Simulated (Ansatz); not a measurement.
CdTe:

```
Te Cd
1.0
     0.00000    3.20500    3.20500
     3.20500    0.00000    3.20500
     3.20500    3.20500    0.00000
Te Cd
1 1
Direct
  0.75000 0.75000 0.75000
  0.00000 0.00000 0.00000
```

Base run:

```yaml
Program: Ansatz 0.2.0
Functional: BLYP
Potentials_or_basis: Ansatz PAW
Cutoff: "420 eV (not typed: the program's choice for these potentials)"
k_mesh: 7 × 7 × 7
Occupations: fermi-dirac, width 0.05 eV
Spin: no spin polarisation
```

Its results: band gap on the k mesh 0.78 eV, direct; pressure 6.9 GPa.

Q: The run is repeated on the same cell with these changes: functional from BLYP to PBE; cutoff from 420 eV (not typed: the program's choice for these potentials) to 300 eV. What comes out?

A: Band gap on the k mesh 0.87 eV, direct; pressure 4.3 GPa.

PBE binds more tightly than BLYP, so the same cell stands under less pressure.

Caveats: spin-orbit coupling is left out, which moves the levels of the heavy elements; the PAW data sets come from PBE, with cores solved anew for the run's functional, which leaves a small shift of forces and pressure (some runs); odd divisions of the mesh miss points on the zone boundary, where band edges often lie, so the gap on the mesh can be too wide (some runs); the pressure holds a Pulay correction of +5.2 GPa for the finite cutoff (some runs); the cutoff lies under the one recommended for these potentials (some runs).
